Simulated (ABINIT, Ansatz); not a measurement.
# NaCl (Fm-3m): G0W0 on several meshes in ABINIT, part 2 of 2

How does the mesh move the gap of NaCl (Fm-3m)?

ABINIT 10.8.3; PBE and many-body steps on it, plane waves. Known limits of the many-body steps: not at the basis limit; coarse k mesh.

So far. Step 4 (6×6×6): The gap on the mesh goes from 5.15 eV to 8.15 eV, a correction of +3.00 eV. Step 5 (Empty states on the mesh, 4×4×4 mesh, 251 bands): On this mesh the gap is 5.150 eV.

The database entry behind the starting cell differs from later determinations by our own check (an axis about 0.4 % short against later determinations), so it need not match the best structure at ambient conditions.

### 6. Screening, 4×4×4 mesh, 243 bands, screening to 247.6 eV

This step: RPA screening on PBE, plane waves, norm-conserving pseudopotentials.

Contents of run.abi:

```
acell 3*1.0 Angstrom
rprim 
  0.000000000000 2.810000000000 2.810000000000
  2.810000000000 0.000000000000 2.810000000000
  2.810000000000 2.810000000000 0.000000000000
ntypat 2
znucl 11 17
natom 2
typat 1 2
xred 
  0.000000000000 0.000000000000 0.000000000000
  0.500000000000 0.500000000000 0.500000000000
pp_dirpath "pseudos"
pseudos "Na.upf, Cl.upf"
ecut 38
ngkpt 4 4 4
nshiftk 1
shiftk 0 0 0
kptopt 1
chksymbreak 0
istwfk *1
occopt 1
irdwfk 1
optdriver 3
nband 243
ecuteps 9.1
inclvkb 2
awtr 1
symchi 1
indata_prefix "in"
outdata_prefix "out"
tmpdata_prefix "tmp"
```

Started as:

```bash
$ OMP_NUM_THREADS=1 mpirun -n 4 abinit run.abi > log
```

The log of the run:

```text
.Version 10.8.3 of ABINIT. v10.8.2 released Aug 2026.

 Symmetries : space group Fm -3 m (#225); Bravais cF (face-center cubic)
[... echo of the input left out ...]
== DATASET  1 ==================================================================
-   mpi_nproc: 4, omp_nthreads: 1 (-1 if OMP is not activated)

--- !DatasetInfo
iteration_state: {dtset: 1, }
dimensions: {natom: 2, nkpt: 8, mband: 243, nsppol: 1, nspinor: 1, nspden: 1, mpw: 3383, }
cutoff_energies: {ecut:  38.0, pawecutdg:  -1.0, }
electrons: {nelect:   1.60000000E+01, charge:   0.00000000E+00, occopt:   1.00000000E+00, tsmear:   1.00000000E-02, }

 SCREENING: Calculation of the susceptibility and dielectric matrices

 Based on a program developped by R.W. Godby, V. Olevano, G. Onida, and L. Reining.
 Incorporated in ABINIT by V. Olevano, G.-M. Rignanese, and M. Torrent.
.Using double precision arithmetic ; gwpc =  8

[... cell and pseudopotentials left out ...]
--------------------------------------------------------------------------------

 ==== K-mesh for the wavefunctions ====
 Number of points in the irreducible wedge :     8
[... list of points left out ...]
 Together with 48 symmetry operations and time-reversal symmetry
 yields    64 points in the full Brillouin Zone.

 ==== Q-mesh for the screening function ====
 Number of points in the irreducible wedge :     8
[... list of points left out ...]
 Together with 48 symmetry operations and time-reversal symmetry
 yields    64 points in the full Brillouin Zone.

 setmesh: FFT mesh size selected  =    32x   32x   32
          total number of points  =        32768

 vcoul_init : cutoff-mode = AUXILIARY_FUNCTION
 q-points for optical limit:   1
     1)      0.000010    0.000020    0.000030

- screening: taking advantage of time-reversal symmetry
- Maximum band index for partially occupied states nbvw = 8
- Remaining bands to be divided among processors   nbcw = 235
- Number of bands treated by each node ~58

 Number of electrons calculated from density =   16.0000; Expected =   16.0000
 average of density, n =  0.053429
 r_s =    1.6471
 omega_plasma =   22.2968 [eV]

 calculating chi0 at frequencies [eV] :
  1    0.000000E+00    0.000000E+00
  2    0.000000E+00    2.229681E+01

--------------------------------------------------------------------------------
  q-point number  1        q = ( 0.000000, 0.000000, 0.000000) [r.l.u.]
--------------------------------------------------------------------------------
[... chi0 elements left out ...]
 For q-point:  0.000010 0.000020 0.000030
  dielectric constant =   2.3847
  dielectric constant without local fields =   2.8010

  Average fulfillment of the sum rule on Im[epsilon] for q-point    1 :     82.01  [%]
[... wings left out ...]
  q-point number  2        q = ( 0.250000, 0.000000, 0.000000) [r.l.u.]
--------------------------------------------------------------------------------
[... chi0 elements left out ...]
  Average fulfillment of the sum rule on Im[epsilon] for q-point    2 :     87.11  [%]

 [... 6 further q-points ...]
```

Run time: 43 s. Hardware: 4 MPI ranks of Intel Xeon 6975P-C (Granite Rapids), shared host; peak memory 1.6 GiB; 2.9 min of CPU time.

This step gave:

| Quantity | Value |
| --- | --- |
| ε∞ with local fields, on this mesh, along the program's q direction | 2.385 |
| the same without local fields | 2.801 |
| plasma frequency | 22.30 eV |
| plane waves in the screening matrix | 387 |

### 7. 4×4×4

This step: G0W0 on PBE, plane waves, norm-conserving pseudopotentials.

Edit run.abi of step 6 so:

```diff
@@ -23,8 +23,15 @@
 irdwfk 1
-optdriver 3
+optdriver 4
 nband 243
+gwcalctyp 0
+ecutsigx 38
+symsigma 1
+nkptgw 1
+kptgw 
+  0.0000000000 0.0000000000 0.0000000000
+bdgw 
+  6 12
 ecuteps 9.1
-inclvkb 2
-awtr 1
-symchi 1
+irdscr 1
+ppmodel 1
 indata_prefix "in"
```

The log of the run:

```text
.Version 10.8.3 of ABINIT. v10.8.2 released Aug 2026.

 Symmetries : space group Fm -3 m (#225); Bravais cF (face-center cubic)
[... echo of the input left out ...]
== DATASET  1 ==================================================================
-   mpi_nproc: 4, omp_nthreads: 1 (-1 if OMP is not activated)

--- !DatasetInfo
iteration_state: {dtset: 1, }
dimensions: {natom: 2, nkpt: 8, mband: 243, nsppol: 1, nspinor: 1, nspden: 1, mpw: 3383, }
cutoff_energies: {ecut:  38.0, pawecutdg:  -1.0, }
electrons: {nelect:   1.60000000E+01, charge:   0.00000000E+00, occopt:   1.00000000E+00, tsmear:   1.00000000E-02, }

 SIGMA: Calculation of the GW corrections

 Based on a program developped by R.W. Godby, V. Olevano, G. Onida, and L. Reining.
 Incorporated in ABINIT by V. Olevano, G.-M. Rignanese, and M. Torrent.
.Using double precision arithmetic ; gwpc =  8

[... cell and pseudopotentials left out ...]
--------------------------------------------------------------------------------

 ==== K-mesh for the wavefunctions ====
 Number of points in the irreducible wedge :     8
[... list of points left out ...]
 Together with 48 symmetry operations and time-reversal symmetry
 yields    64 points in the full Brillouin Zone.

 ==== Q-mesh for screening function ====
 Number of points in the irreducible wedge :     8
[... list of points left out ...]
 Together with 48 symmetry operations and time-reversal symmetry
 yields    64 points in the full Brillouin Zone.

 vcoul_init : cutoff-mode = AUXILIARY_FUNCTION
 q-points for optical limit:   1
     1)      0.000010    0.000020    0.000030
 setmesh: FFT mesh size selected  =    45x   45x   45
          total number of points  =        91125

 Number of electrons calculated from density =   16.0000; Expected =   16.0000
[...]
number of q-points in BZ                           64
 number of frequencies for dSigma/dE                 9
 frequency step for dSigma/dE [eV]                0.25
 number of omega for Sigma on real axis              0
 max omega for Sigma on real axis  [eV]           0.00
 zcut for avoiding poles [eV]                     0.10

 EPSILON^-1 parameters (SCR file):
 dimension of the eps^-1 matrix on file            387
 dimension of the eps^-1 matrix used               387
 number of plane-waves for wavefunctions          3383
 number of bands                                   243
 number of q-points in IBZ                           8
 number of frequencies                               2
 number of real frequencies                          1
 number of imag frequencies                          1

 matrix elements of self-energy operator (all in [eV])

 Perturbative Calculation

--- !SelfEnergy_ee
iteration_state: {dtset: 1, }
kpoint     : [   0.000,    0.000,    0.000, ]
spin       : 1
KS_gap     :    5.150
QP_gap     :    8.139
Delta_QP_KS:    2.989
data: !SigmaeeData |
     Band     E0 <VxcDFT>   SigX SigC(E0)      Z dSigC/dE  Sig(E)    E-E0       E
        6  -0.539 -14.493 -18.927   1.660   0.810  -0.235 -16.738  -2.245  -2.783
        7  -0.539 -14.493 -18.927   1.660   0.810  -0.235 -16.738  -2.245  -2.783
        8  -0.539 -14.493 -18.927   1.660   0.810  -0.235 -16.738  -2.245  -2.783
        9   4.611  -8.178  -4.163  -3.153   0.863  -0.158  -7.433   0.744   5.355
       10  10.523  -8.376  -3.599  -3.355   0.855  -0.170  -7.161   1.216  11.739
       11  10.523  -8.376  -3.599  -3.355   0.855  -0.170  -7.161   1.216  11.739
       12  10.523  -8.376  -3.599  -3.355   0.855  -0.170  -7.161   1.216  11.739

== END DATASET(S) ==============================================================
================================================================================

 -outvars: echo values of variables after computation  --------
           etotal      0.0000000000E+00
            nband         243
             nkpt           8
          spgroup         225
 [... the other variables as echoed above ...]

 Calculation completed.
```

It took 19 s on 4 MPI ranks; peak memory 1.8 GiB; 75 s of CPU time.

This step gave:

- G0W0 gap on the points computed: 8.138 eV
- starting gap on the mesh: 5.150 eV
- k of the valence top: 0, 0, 0
- k of the conduction bottom: 0, 0, 0
- Z at the valence top: 0.81
- Z at the conduction bottom: 0.863
- least direct G0W0 gap on the computed points: 8.138 eV

Against G0W0 in ABINIT (6×6×6 mesh, 243 bands, screening to 247.6 eV, Godby-Needs plasmon pole), the gap moves by −0.011 eV.

### 8. The runs together

Times are wall times on 4 MPI ranks of Intel Xeon 6975P-C (Granite Rapids), shared host, good to a factor of about two. A run's time includes the screening step that it read.

| run | mesh | bands | screening cutoff (eV) | DFT gap (eV) | gap on the mesh (eV) | direct (eV) | ε∞ used | time |
| --- | --- | --- | --- | --- | --- | --- | --- | --- |
| 6×6×6 | 6×6×6 | 243 | 247.6 | 5.150 | 8.149 | 8.149 | 2.35 | 5.6 min |
| 4×4×4 | 4×4×4 | 243 | 247.6 | 5.150 | 8.138 | 8.138 | 2.38 | 62 s |

### 9. Outcome

| Quantity | Value |
| --- | --- |
| 6×6×6 | 8.149 eV |
| 4×4×4 | 8.138 eV |
| known limits | not at the basis limit; coarse k mesh |

What this shows: 4×4×4: −0.011 eV against 6×6×6. Bands and cutoff are finite, so the gap is not at the basis limit. The miss can reach some tenths of an eV and take either sign; the mesh is an error of its own. In the G0W0 runs levels were corrected at 1 k point alone, so a gap called «on the mesh» is the least over those, and an edge elsewhere would be missed.

[Paths, hosts, dates, memory and timing lines, banners, echoed tables and standing remarks are left out of the program output.]

[Logs are printed without paths, hosts, clocks, repeated set-up lines and the standing remarks that a program may print on its own settings, such as how far it seeks lower states.]

[Runs of the session that timed out or met a known fault of the program may be left out.]

[Hosts, paths, dates, database ids (printed as entryN), source tags and the programs' standing remarks are cut or masked in the printed files.]

[G0W0 gaps are taken among the corrected bands and points alone; a level outside them can change the order at an edge.]

[Where Ansatz stands beside ABINIT at settings called matched, ABINIT's density can come from a denser mesh and the files from another edition; pairs whose starting gaps differed by over 0.03 eV were left out, so agreement reads better than it is.]
